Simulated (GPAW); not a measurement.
# GaP (F-43m) in GPAW: notebook

Runs on GaP. Level: PBE. Tasks: band structure.

All numbers are computed with GPAW 26.7.0; they aren't measurements. Logs are shortened: lines on timing, memory, paths and dates and some standing lists are left out, and cuts for length are marked. The log counts tension as positive stress, the text compression.

**The experiment to reproduce.**

“Stacking defects in GaP nanowires: Electronic structure and optical properties”, 2018, arxiv:1810.01194 quotes, for a bulk crystal of GaP at 10 K: band gap 2.34 eV (indirect).

The runs below are set against these values where they give the same quantity.

### Step 1. Starting point

Symmetry: F-43m, No. 216, cubic system. The conventional cell has a = 5.451 Å, b = 5.451 Å, c = 5.451 Å, α = 90.00°, β = 90.00°, γ = 90.00°. Ga (site symmetry -43m) is surrounded by 4 P at 2.36 Å. Around P (site symmetry -43m) lie 4 Ga at 2.36 Å.

### Step 2. Band structure, PBE

run.py

```python
from ase import Atoms
from ase.dft.bandgap import bandgap
from ase.io import write
from ase.units import GPa
from gpaw import GPAW, PW

atoms = Atoms(['Ga', 'P'],
              cell=[[0.0, 2.72525, 2.72525],
                    [2.72525, 0.0, 2.72525],
                    [2.72525, 2.72525, 0.0]],
              scaled_positions=[[0.0, 0.0, 0.0],
                                [0.75, 0.75, 0.75]],
              pbc=True)

calc = GPAW(mode=PW(600),
            xc='PBE',
            kpts={'size': (8, 8, 8), 'gamma': True},
            occupations={'name': 'fermi-dirac', 'width': 0.05},
            nbands=11,
            convergence={'density': 1e-05, 'energy': 1e-05},
            maxiter=150,
            txt='gpaw.txt')
atoms.calc = calc
energy = atoms.get_potential_energy()
forces = atoms.get_forces()
stress = atoms.get_stress()
calc.write('gs.gpw')
write('result.traj', atoms)
print(f'Energy: {energy:.6f} eV')
print('Forces (eV/A):')
print(forces.round(4))
print('Stress (GPa):', (stress / GPa).round(3))
print('Fermi level:', round(calc.get_fermi_level(), 4), 'eV')
print(f'Gap: {bandgap(calc)[0]:.4f} eV, direct: {bandgap(calc, direct=True)[0]:.4f} eV')

path = atoms.cell.bandpath('GXWKGLUWLK,UX', npoints=100, eps=1e-4)
bs_calc = calc.fixed_density(kpts=path, symmetry='off', nbands=21,
                             convergence={'bands': 'CBM+6.0', 'eigenstates': 1e-6}, txt='bands.txt')
bs = bs_calc.band_structure()
bs.write('bs.json')
print(f'Gap on the path: {bandgap(bs_calc)[0]:.4f} eV')
```

Potentials or basis: GPAW PAW data sets (gpaw-data 1.2.1), pw.

Command:

```console
> OMP_NUM_THREADS=1 python run.py
```

gpaw.txt:

```text
__  _  _
 | _ |_)|_||  |
 |__||  | ||/\| - 26.7.0

Input parameters:
  mode=PW(ecut=600.0),
  convergence={'density': 1e-05, 'energy': 1e-05},
  kpts=MonkhorstPack(size=(8, 8, 8), gamma=True),
  maxiter=150,
  nbands=11,
  occupations=Occupations(name='fermi-dirac', width=0.05),
  xc=XC(name='PBE')

Diagonalizing LCAO Hamiltonian
Converting LCAO to pw mode

                    P

       Ga

Atoms  # Å, Bohr magnetons
|   | symbol |        x |        y |        z |    initial magnetic moments |
|---|--------|----------|----------|----------|-----------------------------|
| 0 |     Ga | 0.000000 | 0.000000 | 0.000000 | ( 0.0000,  0.0000,  0.0000) |
| 1 |      P | 4.087875 | 4.087875 | 4.087875 | ( 0.0000,  0.0000,  0.0000) |

Unit cell  # Å
| periodic |        x |        y |        z |  lengths |    angles |
|----------|----------|----------|----------|----------|-----------|
|      yes | 0.000000 | 2.725250 | 2.725250 | 3.854086 | 60.000000 |
|      yes | 2.725250 | 0.000000 | 2.725250 | 3.854086 | 60.000000 |
|      yes | 2.725250 | 2.725250 | 0.000000 | 3.854086 | 60.000000 |

Number of symmetries: 24
Symmetry operations  # r_c * U_cc + t_c -> r_c
|    | kind |            matrix            |
|----|------|------------------------------|
|  0 |  E   |  1, 0, 0,  0, 1, 0,  0, 0, 1 |
|  1 |  σ   |  1, 0, 0,  0, 0, 1,  0, 1, 0 |
|  2 |  σ   |  1, 0,-1,  0, 1,-1,  0, 0,-1 |
|  3 |  C3  |  1, 0,-1,  0, 0,-1,  0, 1,-1 |
|  4 |  C3  |  1,-1, 0,  0,-1, 1,  0,-1, 0 |
|  5 |  σ   |  1,-1, 0,  0,-1, 0,  0,-1, 1 |
|  6 |  σ   |  0, 1, 0,  1, 0, 0,  0, 0, 1 |
|  7 |  C3  |  0, 1, 0,  0, 0, 1,  1, 0, 0 |
|  8 |  C2  |  0, 1,-1,  1, 0,-1,  0, 0,-1 |
|  9 |  S4  |  0, 1,-1,  0, 0,-1,  1, 0,-1 |
| 10 |  C3  |  0, 0, 1,  1, 0, 0,  0, 1, 0 |
| 11 |  σ   |  0, 0, 1,  0, 1, 0,  1, 0, 0 |
| 12 |  S4  |  0, 0,-1,  1, 0,-1,  0, 1,-1 |
| 13 |  C3  |  0, 0,-1,  0, 1,-1,  1, 0,-1 |
| 14 |  S4  |  0,-1, 1,  1,-1, 0,  0,-1, 0 |
| 15 |  C2  |  0,-1, 1,  0,-1, 0,  1,-1, 0 |
| 16 |  C3  |  0,-1, 0,  1,-1, 0,  0,-1, 1 |
| 17 |  S4  |  0,-1, 0,  0,-1, 1,  1,-1, 0 |
| 18 |  S4  | -1, 1, 0, -1, 0, 1, -1, 0, 0 |
| 19 |  C3  | -1, 1, 0, -1, 0, 0, -1, 0, 1 |
| 20 |  C3  | -1, 0, 1, -1, 1, 0, -1, 0, 0 |
| 21 |  S4  | -1, 0, 1, -1, 0, 0, -1, 1, 0 |
| 22 |  σ   | -1, 0, 0, -1, 1, 0, -1, 0, 1 |
| 23 |  C2  | -1, 0, 0, -1, 0, 1, -1, 1, 0 |

BZ-sampling:
  Number of BZ points: 512
  Number of IBZ points: 29

  Monkhorst-Pack size: [8, 8, 8]
  Monkhorst-Pack shift: [0.0625, 0.0625, 0.0625]

K-points  # in reciprocal-cell coordinates
|     |                                coordinates |     weight |
|-----|--------------------------------------------|------------|
|   0 | (  0.00000000,   0.00000000,   0.00000000) | 0.00195312 |
|   1 | (  0.12500000,   0.12500000,   0.00000000) | 0.01171875 |
|   2 | (  0.12500000,   0.12500000,   0.12500000) | 0.01562500 |
|   3 | (  0.25000000,   0.12500000,   0.12500000) | 0.02343750 |
|   4 | (  0.25000000,   0.25000000,   0.00000000) | 0.01171875 |
|   5 | (  0.25000000,   0.25000000,   0.12500000) | 0.04687500 |
|   6 | (  0.25000000,   0.25000000,   0.25000000) | 0.01562500 |
|   7 | (  0.37500000,   0.25000000,  -0.37500000) | 0.04687500 |
|   8 | (  0.37500000,   0.25000000,   0.12500000) | 0.04687500 |
|   9 | (  0.37500000,   0.25000000,   0.25000000) | 0.04687500 |
| ... |                                            |            |
|  28 | (  0.50000000,   0.50000000,   0.50000000) | 0.00781250 |

Plane wave coefficients: 1365
Cutoff: 600.0 eV

Spin-components: 1 (collinear spins)
Bands:           11
Projectors:      10
Spin-degeneracy: 2
Datatype:        complex128

Parallelization:
  kpt:    1
  domain: 1
  band:   1

Density:
  Valence electrons: 8.0
  Components: 1
  Grid points: [24 24 24]
  Charge: 0.0  # |e|

Potential:
  Grid points: [24 24 24]

species:
  Ga:
    name:    Gallium
    Z:       31.0
    valence: 3
    core:    28
    charge:  0.0  # [|e|]
    compensation charges:
      type: gauss
      rc: 0.37  # [Å]
      lmax: 2
    cutoffs:
      filter: 2.06  # [Å]
      core: 4.17  # [Å]
    projectors
    | kind |    occ | energy [eV] | rcut [Å] |
    |------|--------|-------------|----------|
    |   4s |  2.000 |      -8.945 |    1.164 |
    |   4p |  1.000 |      -2.580 |    1.164 |
    |    s |        |      18.266 |    1.164 |
    |    p |        |      24.631 |    1.164 |
    |    d |        |       0.000 |    1.164 |

    Using partial waves for Ga as LCAO basis

  P:
    name:    Phosphorus
    Z:       15.0
    valence: 5
    core:    10
    charge:  0.0  # [|e|]
    compensation charges:
      type: gauss
      rc: 0.30  # [Å]
      lmax: 2
    cutoffs:
      filter: 1.69  # [Å]
      core: 1.81  # [Å]
    projectors
    | kind |    occ | energy [eV] | rcut [Å] |
    |------|--------|-------------|----------|
    |   3s |  2.000 |     -13.968 |    0.953 |
    |   3p |  3.000 |      -5.506 |    0.953 |
    |    s |        |      13.244 |    0.953 |
    |    p |        |      21.705 |    0.953 |
    |    d |        |       0.000 |    0.953 |

    Using partial waves for P as LCAO basis

Reference energy: -62187.585188  # eV

eigensolver:
  PPCG
  Converge bands: occupied
  niter=2

density mixing:
  MSR1-Mixer
  Pratt-step length: 0.05
  Maximum mixing coefficient: 0.75
  Old densities: 10
  SVD Regularization: 0.005
  Good broyden scale: 1.0
  Trust region scale: 1.0
  Backstep threshold: 4.0
  History deletion threshold: 6.0
  Fourier metric: weight=20.0, sigma=0.015

occupation numbers:
  Fermi-Dirac:
    width: 0.0500  # eV

poisson solver:
  ecut: 4800.0  # eV

xc functional:
  name: PBE with 2 nearest neighbor stencil

convergence criteria:
- Maximum integral of absolute [dens]ity change: 1e-05 electrons / valence electron
- Maximum [total energy] change in last 3 cyles: 1e-05 eV / valence electron
- Maximum integral of absolute [eigenst]ate change: 4e-08 eV^2 / valence electron
maximum number of iterations: 150

SCF iterations
|iter     | |      energy | eigst |  dens |
|---------|-|-------------|-------|-------|
|iter:   1| |   -9.218766 | -0.28 |       |
|iter:   2| |   -9.184672 | -2.34 | -0.84 |
|iter:   3| |   -9.036027 | -1.89 | -0.87 |
|iter:   4| |   -9.037229 | -3.46 | -1.52 |
|iter:   5| |   -9.037524 | -4.34 | -2.05 |
|iter:   6| |   -9.037562 | -5.62 | -2.79 |
|iter:   7| |   -9.037562c| -7.21 | -3.80 |
|iter:   8| |   -9.037562c| -7.58c| -4.36 |
|iter:   9| |   -9.037562c| -8.64c| -5.35c|

Converged in 9 steps
Energy contributions relative to reference atoms: (reference = -62187.585188)

Energy contributions:
  Kinetic:          24.590039
  Coulomb:         -21.584473
  Zero:              0.014661
  External:          0.000000
  Xc:              -12.057789
  Entropy:          -0.000000
  Spinorbit:         0.000000
  ----------------------------
  Free energy:      -9.037562
  Extrapolated:     -9.037562

dipole moment: (-10.829216, -10.829216, -10.829216)  # |e|*Ang

Fermi level: 5.757
Eigenvalues  # (at kpt = [0.000, 0.000, 0.000])
| band index |      eig [eV] | occ [0-2] |
|------------|---------------|-----------|
|          0 |        -7.509 |     2.000 |
|          1 |         4.954 |     2.000 |
|          2 |         4.954 |     2.000 |
|          3 |         4.954 |     2.000 |
|          4 |         6.848 |     0.000 |
|          5 |         8.885 |     0.000 |
|          6 |         8.885 |     0.000 |
|          7 |         8.885 |     0.000 |
|          8 |        13.831 |     0.000 |
|          9 |        14.653 |     0.000 |
|         10 |        14.653 |     0.000 |

Gap: 1.668 eV
Transition (v -> c):
  (s=0, k=0, n=3, [0.00, 0.00, 0.00]) -> (s=0, k=24, n=4, [0.50, 0.50, 0.00])
Direct/indirect transitions are different
Direct gap: 1.895 eV
Transition at: (s=0, k=0, n=3, [0.00, 0.00, 0.00])

Forces  # eV/Ang
|        x |       y |       z |
|----------|---------|---------|
|  0.00000 | 0.00000 | 0.00000 |  # Ga   0
| -0.00000 | 0.00000 | 0.00000 |  # P    1

Stress tensor  # eV/Ang^3
|         x |         y |         z |
|-----------|-----------|-----------|
| -0.028378 |  0.000000 | -0.000000 |
|  0.000000 | -0.028378 |  0.000000 |
| -0.000000 |  0.000000 | -0.028378 |

# Writing to gs.gpw (mode='')
```

It took 34 s on 1 thread of Arm Neoverse V1, shared host; peak memory 0.23 GiB.

What came out:

- Free energy: -9.0376 eV
- Pressure: 4.5 GPa
- Band gap on the k mesh: 1.67 eV, indirect (least direct gap 1.89 eV)
- Band gap along the path: 1.61 eV, indirect (least direct gap 1.89 eV)

Levels at the corners of the path, in eV from the valence-band top:
```csv
point,band 1,band 2,band 3,band 4,band 5,band 6,band 7,band 8,band 9
Γ,-12.46,0.00,0.00,0.00,1.89,3.93,3.93,3.93,8.88
X,-9.66,-6.72,-2.66,-2.66,1.67,1.85,10.64,10.64,11.24
W,-9.59,-6.49,-3.59,-3.40,4.73,4.92,6.16,6.19,11.59
K,-9.71,-6.50,-3.93,-2.24,2.22,4.84,8.28,8.30,9.34
Γ,-12.46,0.00,0.00,0.00,1.89,3.93,3.93,3.93,8.88
L,-10.54,-6.60,-1.11,-1.11,1.73,4.75,4.75,8.32,10.94
U,-9.71,-6.50,-3.93,-2.24,2.22,4.84,8.28,8.30,9.34
W,-9.59,-6.49,-3.59,-3.40,4.73,4.92,6.16,6.19,11.59
L,-10.54,-6.60,-1.11,-1.11,1.73,4.75,4.75,8.32,10.94
K,-9.71,-6.50,-3.93,-2.24,2.22,4.84,8.28,8.30,9.34
U,-9.71,-6.50,-3.93,-2.24,2.22,4.84,8.28,8.30,9.34
X,-9.66,-6.72,-2.66,-2.66,1.67,1.85,10.64,10.64,11.24
```

### Step 3. Band structure, PBE, spin-orbit coupling, no magnetisation

run.py

```python
import numpy as np
from ase.dft.bandgap import bandgap
from ase.io import read, write
from ase.units import GPa
from gpaw import GPAW, PW
from gpaw.spinorbit import soc_eigenstates

atoms = read('GaP.xyz')

calc = GPAW(mode=PW(600),
            xc='PBE',
            kpts={'size': (6, 6, 6), 'gamma': True},
            occupations={'name': 'fermi-dirac', 'width': 0.05},
            nbands=11,
            convergence={'density': 1e-05, 'energy': 1e-05},
            maxiter=150,
            txt='gpaw.txt')
atoms.calc = calc
energy = atoms.get_potential_energy()
forces = atoms.get_forces()
stress = atoms.get_stress()
calc.write('gs.gpw')
write('result.traj', atoms)
print(f'Energy: {energy:.6f} eV')
print('Forces (eV/A):')
print(forces.round(4))
print('Stress (GPa):', (stress / GPa).round(3))
print('Fermi level:', round(calc.get_fermi_level(), 4), 'eV')
print(f'Gap: {bandgap(calc)[0]:.4f} eV, direct: {bandgap(calc, direct=True)[0]:.4f} eV')

path = atoms.cell.bandpath('GXWKGLUWLK,UX', npoints=60, eps=1e-4)
bs_calc = calc.fixed_density(kpts=path, symmetry='off', nbands=21,
                             convergence={'bands': 'CBM+6.0', 'eigenstates': 1e-6}, txt='bands.txt')
bs = bs_calc.band_structure()
bs.write('bs.json')
print(f'Gap on the path: {bandgap(bs_calc)[0]:.4f} eV')

soc = soc_eigenstates(bs_calc, theta=90, phi=0)
np.savetxt('soc_bands.dat', soc.eigenvalues(), fmt='%.4f')
mesh = soc_eigenstates('gs.gpw', theta=90, phi=0)
np.savetxt('soc_mesh.dat', mesh.eigenvalues(), fmt='%.4f')
print('Fermi level with spin-orbit coupling:', round(mesh.fermi_level, 4), 'eV')
```

GaP.xyz

```xyz
2
Lattice="0.0000000000 2.7252500000 2.7252500000 2.7252500000 0.0000000000 2.7252500000 2.7252500000 2.7252500000 0.0000000000" Properties=species:S:1:pos:R:3 pbc="T T T"
Ga     0.0000000000      0.0000000000      0.0000000000
P      4.0878750000      4.0878750000      4.0878750000
```

Potentials or basis: GPAW PAW data sets (gpaw-data 1.2.1), pw.

Command:

```console
> OMP_NUM_THREADS=1 python run.py
```

Run time: 22 s. Hardware: 1 thread of Arm Neoverse V1, shared host; peak memory 0.21 GiB.

The run converged. Its results:

* Free energy: -9.0240 eV
* Pressure: 4.6 GPa
* Band gap on the k mesh: 1.63 eV, indirect (least direct gap 1.86 eV)
* Band gap along the path: 1.58 eV, indirect (least direct gap 1.86 eV)

Levels at the corners of the path, in eV from the valence-band top:
```tsv
point	band 6	band 7	band 8	band 9	band 10	band 11
Γ	0.00	0.00	0.00	1.86	1.86	3.78
X	-2.71	-2.68	-2.68	1.63	1.63	1.82
W	-3.61	-3.45	-3.40	4.70	4.70	4.87
K	-3.95	-2.27	-2.27	2.18	2.19	4.81
Γ	0.00	0.00	0.00	1.86	1.86	3.78
L	-1.18	-1.10	-1.10	1.69	1.69	4.69
U	-3.95	-2.27	-2.27	2.18	2.19	4.81
W	-3.61	-3.45	-3.40	4.70	4.70	4.87
L	-1.18	-1.10	-1.10	1.69	1.69	4.69
K	-3.95	-2.27	-2.27	2.18	2.19	4.81
U	-3.95	-2.27	-2.27	2.18	2.19	4.81
X	-2.71	-2.68	-2.68	1.63	1.63	1.82
```

Caveat: spin-orbit coupling was added after a scalar SCF, so levels and gaps hold it while energy, forces, pressure and moments don't; this program's spin-orbit splittings come out too wide for heavy elements.

### Step 4. Comparison with measurements

Step 2. A measured gap of GaP is 2.34 eV (indirect; 10 K; quoted in “Stacking defects in GaP nanowires: Electronic structure and optical properties”, 2018, arxiv:1810.01194); the calculated 1.61 eV misses it by -0.73 eV. Spin-orbit coupling on Ga is left out. The value is that of PBE, without temperature or zero-point motion. Semilocal functionals fall short of measured gaps as a rule.

Step 3. A measured gap of GaP is 2.34 eV (indirect; 10 K; quoted in “Stacking defects in GaP nanowires: Electronic structure and optical properties”, 2018, arxiv:1810.01194); the calculated 1.58 eV misses it by -0.76 eV. The value is that of PBE, without temperature or zero-point motion. Semilocal functionals fall short of measured gaps as a rule.
